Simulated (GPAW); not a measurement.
# CaSe (Fm-3m) in GPAW: a series of runs, part 2 of 3

GPAW 26.7.0. The steps go on from the part before.

## Step 3: Equation of state, LDA

Contents of run.py:

```python
from ase import Atoms
from ase.eos import EquationOfState
from ase.io import Trajectory
from ase.units import GPa
from gpaw import GPAW, PW

atoms = Atoms(['Se', 'Ca'],
              cell=[[0.0, 2.956, 2.956],
                    [2.956, 0.0, 2.956],
                    [2.956, 2.956, 0.0]],
              scaled_positions=[[0.5, 0.5, 0.5],
                                [0.0, 0.0, 0.0]],
              pbc=True)

traj = Trajectory('eos.traj', 'w')
volumes, energies = [], []
for x in [0.94, 0.96, 0.98, 1.0, 1.02, 1.04, 1.06]:
    a = atoms.copy()
    a.set_cell(atoms.cell * x**(1 / 3), scale_atoms=True)
    calc = GPAW(mode=PW(600),
                xc='LDA',
                kpts={'size': (8, 8, 8), 'gamma': True},
                occupations={'name': 'fermi-dirac', 'width': 0.05},
                nbands=16,
                convergence={'density': 1e-05, 'energy': 1e-05},
                maxiter=150,
                txt=f'eos-{x:.2f}.txt')
    a.calc = calc
    energies.append(a.get_potential_energy(force_consistent=True))
    volumes.append(a.get_volume())
    p = -a.get_stress()[:3].mean() / GPa
    calc.write(f'eos-{x:.2f}.gpw')
    traj.write(a)
    print(f'{x:.2f} {volumes[-1]:10.4f} A^3 {energies[-1]:14.6f} eV {p:9.3f} GPa', flush=True)

v0, e0, B = EquationOfState(volumes, energies, eos='birchmurnaghan').fit()
print(f'V0 = {v0:.4f} A^3, E0 = {e0:.6f} eV, B0 = {B / GPa:.2f} GPa')
```

Potentials or basis: the program's PAW data sets (release 1.2.1) made for this functional, pw.

On the command line:

```bash
$ OMP_NUM_THREADS=1 python run.py
```

Log:

```text
__  _  _
 | _ |_)|_||  |
 |__||  | ||/\| - 26.7.0

Input parameters:
  mode=PW(ecut=600.0),
  convergence={'density': 1e-05, 'energy': 1e-05},
  kpts=MonkhorstPack(size=(8, 8, 8), gamma=True),
  maxiter=150,
  nbands=16,
  occupations=Occupations(name='fermi-dirac', width=0.05),
  xc=XC(name='LDA')

Diagonalizing LCAO Hamiltonian
Converting LCAO to pw mode

                Se

       Ca

Atoms  # Å, Bohr magnetons
|   | symbol |        x |        y |        z |    initial magnetic moments |
|---|--------|----------|----------|----------|-----------------------------|
| 0 |     Se | 2.916049 | 2.916049 | 2.916049 | ( 0.0000,  0.0000,  0.0000) |
| 1 |     Ca | 0.000000 | 0.000000 | 0.000000 | ( 0.0000,  0.0000,  0.0000) |

Unit cell  # Å
| periodic |        x |        y |        z |  lengths |    angles |
|----------|----------|----------|----------|----------|-----------|
|      yes | 0.000000 | 2.916049 | 2.916049 | 4.123916 | 60.000000 |
|      yes | 2.916049 | 0.000000 | 2.916049 | 4.123916 | 60.000000 |
|      yes | 2.916049 | 2.916049 | 0.000000 | 4.123916 | 60.000000 |

Number of symmetries: 48
Symmetry operations  # r_c * U_cc + t_c -> r_c
|    | kind |            matrix            |
|----|------|------------------------------|
|  0 |  σ   |  1, 0, 0,  1, 0,-1,  1,-1, 0 |
|  1 |  C2  |  1, 0, 0,  1,-1, 0,  1, 0,-1 |
|  2 |  E   |  1, 0, 0,  0, 1, 0,  0, 0, 1 |
|  3 |  σ   |  1, 0, 0,  0, 0, 1,  0, 1, 0 |
|  4 |  C4  |  1, 0,-1,  1, 0, 0,  1,-1, 0 |
|  5 |  S6  |  1, 0,-1,  1,-1, 0,  1, 0, 0 |
|  6 |  σ   |  1, 0,-1,  0, 1,-1,  0, 0,-1 |
|  7 |  C3  |  1, 0,-1,  0, 0,-1,  0, 1,-1 |
|  8 |  S6  |  1,-1, 0,  1, 0, 0,  1, 0,-1 |
|  9 |  C4  |  1,-1, 0,  1, 0,-1,  1, 0, 0 |
| 10 |  C3  |  1,-1, 0,  0,-1, 1,  0,-1, 0 |
| 11 |  σ   |  1,-1, 0,  0,-1, 0,  0,-1, 1 |
| 12 |  σ   |  0, 1, 0,  1, 0, 0,  0, 0, 1 |
| 13 |  C4  |  0, 1, 0,  0, 1,-1, -1, 1, 0 |
| 14 |  C3  |  0, 1, 0,  0, 0, 1,  1, 0, 0 |
| 15 |  S6  |  0, 1, 0, -1, 1, 0,  0, 1,-1 |
| 16 |  C2  |  0, 1,-1,  1, 0,-1,  0, 0,-1 |
| 17 |  σ   |  0, 1,-1,  0, 1, 0, -1, 1, 0 |
| 18 |  S4  |  0, 1,-1,  0, 0,-1,  1, 0,-1 |
| 19 |  C4  |  0, 1,-1, -1, 1, 0,  0, 1, 0 |
| 20 |  C3  |  0, 0, 1,  1, 0, 0,  0, 1, 0 |
| 21 |  σ   |  0, 0, 1,  0, 1, 0,  1, 0, 0 |
| 22 |  S6  |  0, 0, 1,  0,-1, 1, -1, 0, 1 |
| 23 |  C4  |  0, 0, 1, -1, 0, 1,  0,-1, 1 |
| 24 |  S4  |  0, 0,-1,  1, 0,-1,  0, 1,-1 |
| 25 |  C3  |  0, 0,-1,  0, 1,-1,  1, 0,-1 |
| 26 |  C2  |  0, 0,-1,  0,-1, 0, -1, 0, 0 |
| 27 |  S6  |  0, 0,-1, -1, 0, 0,  0,-1, 0 |
| 28 |  S4  |  0,-1, 1,  1,-1, 0,  0,-1, 0 |
| 29 |  C4  |  0,-1, 1,  0, 0, 1, -1, 0, 1 |
| 30 |  C2  |  0,-1, 1,  0,-1, 0,  1,-1, 0 |
| 31 |  σ   |  0,-1, 1, -1, 0, 1,  0, 0, 1 |
| 32 |  C3  |  0,-1, 0,  1,-1, 0,  0,-1, 1 |
| 33 |  S6  |  0,-1, 0,  0, 0,-1, -1, 0, 0 |
| 34 |  S4  |  0,-1, 0,  0,-1, 1,  1,-1, 0 |
| 35 |  C2  |  0,-1, 0, -1, 0, 0,  0, 0,-1 |
| 36 |  C2  | -1, 1, 0,  0, 1, 0,  0, 1,-1 |
| 37 |  S6  | -1, 1, 0,  0, 1,-1,  0, 1, 0 |
| 38 |  S4  | -1, 1, 0, -1, 0, 1, -1, 0, 0 |
| 39 |  C3  | -1, 1, 0, -1, 0, 0, -1, 0, 1 |
| 40 |  S6  | -1, 0, 1,  0, 0, 1,  0,-1, 1 |
| 41 |  C2  | -1, 0, 1,  0,-1, 1,  0, 0, 1 |
| 42 |  C3  | -1, 0, 1, -1, 1, 0, -1, 0, 0 |
| 43 |  S4  | -1, 0, 1, -1, 0, 0, -1, 1, 0 |
| 44 |  C2  | -1, 0, 0,  0, 0,-1,  0,-1, 0 |
| 45 |  i   | -1, 0, 0,  0,-1, 0,  0, 0,-1 |
| 46 |  σ   | -1, 0, 0, -1, 1, 0, -1, 0, 1 |
| 47 |  C2  | -1, 0, 0, -1, 0, 1, -1, 1, 0 |

BZ-sampling:
  Number of BZ points: 512
  Number of IBZ points: 29

  Monkhorst-Pack size: [8, 8, 8]
  Monkhorst-Pack shift: [0.0625, 0.0625, 0.0625]

K-points  # in reciprocal-cell coordinates
|     |                                coordinates |     weight |
|-----|--------------------------------------------|------------|
|   0 | (  0.00000000,   0.00000000,   0.00000000) | 0.00195312 |
|   1 | (  0.12500000,   0.12500000,   0.00000000) | 0.01171875 |
|   2 | (  0.12500000,   0.12500000,   0.12500000) | 0.01562500 |
|   3 | (  0.25000000,   0.12500000,   0.12500000) | 0.02343750 |
|   4 | (  0.25000000,   0.25000000,   0.00000000) | 0.01171875 |
|   5 | (  0.25000000,   0.25000000,   0.12500000) | 0.04687500 |
|   6 | (  0.25000000,   0.25000000,   0.25000000) | 0.01562500 |
|   7 | (  0.37500000,   0.25000000,  -0.37500000) | 0.04687500 |
|   8 | (  0.37500000,   0.25000000,   0.12500000) | 0.04687500 |
|   9 | (  0.37500000,   0.25000000,   0.25000000) | 0.04687500 |
| ... |                                            |            |
|  28 | (  0.50000000,   0.50000000,   0.50000000) | 0.00781250 |

Plane wave coefficients: 1676
Cutoff: 600.0 eV

Spin-components: 1 (collinear spins)
Bands:           16
Projectors:      10
Spin-degeneracy: 2
Datatype:        complex128

Parallelization:
  kpt:    1
  domain: 1
  band:   1

Density:
  Valence electrons: 16.0
  Components: 1
  Grid points: [24 24 24]
  Charge: 0.0  # |e|

Potential:
  Grid points: [24 24 24]

species:
  Se:
    name:    Selenium
    Z:       34.0
    valence: 6
    core:    28
    charge:  0.0  # [|e|]
    compensation charges:
      type: gauss
      rc: 0.27  # [Å]
      lmax: 2
    cutoffs:
      filter: 1.77  # [Å]
      core: 2.67  # [Å]
    projectors
    | kind |    occ | energy [eV] | rcut [Å] |
    |------|--------|-------------|----------|
    |   4s |  2.000 |     -17.472 |    0.847 |
    |   4p |  4.000 |      -6.656 |    1.005 |
    |    s |        |       9.739 |    0.847 |
    |    p |        |      20.555 |    1.005 |
    |    d |        |       0.000 |    0.847 |

    Using partial waves for Se as LCAO basis

  Ca:
    name:    Calcium
    Z:       20.0
    valence: 10
    core:    10
    charge:  0.0  # [|e|]
    compensation charges:
      type: gauss
      rc: 0.37  # [Å]
      lmax: 2
    cutoffs:
      filter: 2.10  # [Å]
      core: 1.17  # [Å]
    projectors
    | kind |    occ | energy [eV] | rcut [Å] |
    |------|--------|-------------|----------|
    |   3s |  2.000 |     -46.826 |    1.175 |
    |   4s |  2.000 |      -3.864 |    1.175 |
    |   3p |  6.000 |     -27.986 |    1.154 |
    |    p |        |      -0.774 |    1.154 |
    |    d |        |       0.000 |    0.937 |

    Using partial waves for Ca as LCAO basis

Reference energy: -84483.586495  # eV

eigensolver:
  PPCG
  Converge bands: occupied
  niter=2

density mixing:
  MSR1-Mixer
  Pratt-step length: 0.05
  Maximum mixing coefficient: 0.75
  Old densities: 10
  SVD Regularization: 0.005
  Good broyden scale: 1.0
  Trust region scale: 1.0
  Backstep threshold: 4.0
  History deletion threshold: 6.0
  Fourier metric: weight=20.0, sigma=0.015

occupation numbers:
  Fermi-Dirac:
    width: 0.0500  # eV

poisson solver:
  ecut: 4800.0  # eV

xc functional:
  name: None

convergence criteria:
- Maximum integral of absolute [dens]ity change: 1e-05 electrons / valence electron
- Maximum [total energy] change in last 3 cyles: 1e-05 eV / valence electron
- Maximum integral of absolute [eigenst]ate change: 4e-08 eV^2 / valence electron
maximum number of iterations: 150

SCF iterations
|iter     | |      energy | eigst |  dens |
|---------|-|-------------|-------|-------|
|iter:   1| |  -10.725159 | +0.22 |       |
|iter:   2| |  -10.761778 | -1.54 | -1.21 |
|iter:   3| |  -10.702705 | -2.47 | -1.25 |
|iter:   4| |  -10.694320 | -3.58 | -1.60 |
|iter:   5| |  -10.687357 | -3.50 | -1.86 |
|iter:   6| |  -10.687270 | -5.29 | -2.65 |
|iter:   7| |  -10.687257c| -6.24 | -3.08 |
|iter:   8| |  -10.687257c| -7.48c| -4.02 |
|iter:   9| |  -10.687257c| -8.15c| -4.59 |
|iter:  10| |  -10.687257c| -9.05c| -5.46c|

Converged in 10 steps
Energy contributions relative to reference atoms: (reference = -84483.586495)

Energy contributions:
  Kinetic:          13.833501
  Coulomb:         -11.129992
  Zero:             -0.612618
  External:          0.000000
  Xc:              -12.778148
  Entropy:          -0.000000
  Spinorbit:         0.000000
  ----------------------------
  Free energy:     -10.687257
  Extrapolated:    -10.687257

dipole moment: (-19.307282, -19.307282, -19.307282)  # |e|*Ang

Fermi level: 5.524
Eigenvalues  # (at kpt = [0.000, 0.000, 0.000])
| band index |      eig [eV] | occ [0-2] |
|------------|---------------|-----------|
|          0 |       -34.619 |     2.000 |
|          1 |       -15.892 |     2.000 |
|          2 |       -15.892 |     2.000 |
|          3 |       -15.892 |     2.000 |
|          4 |        -7.390 |     2.000 |
|          5 |         4.614 |     2.000 |
[... 8 lines left out ...]
|         14 |        14.246 |     0.000 |
|         15 |        17.220 |     0.000 |

Gap: 1.791 eV
Transition (v -> c):
  (s=0, k=0, n=7, [0.00, 0.00, 0.00]) -> (s=0, k=24, n=8, [0.50, 0.50, 0.00])
Direct/indirect transitions are different
Direct gap: 2.775 eV
Transition at: (s=0, k=24, n=7, [0.50, 0.50, 0.00])

Stress tensor  # eV/Ang^3
|         x |         y |         z |
|-----------|-----------|-----------|
|  0.005325 | -0.000000 | -0.000000 |
| -0.000000 |  0.005325 | -0.000000 |
| -0.000000 | -0.000000 |  0.005325 |

# Writing to eos-0.96.gpw (mode='')
```

Wall time 95 s (1 thread of Arm Neoverse V2, shared host); peak memory 0.25 GiB.

What came out:

```
Equilibrium volume                      : 24.43 Å³/atom
Bulk modulus                            : 57 GPa
Pressure derivative of the bulk modulus : 4.2
```

Energy against volume, from the lowest point:
```
volume (Å³/atom)  energy (meV/atom)
          24.280               0.00
          24.796               0.76
          25.313               5.13
          25.829              12.74
          26.346              23.25
          26.863              36.37
          27.379              51.82
```

[end of part 2 of 3]
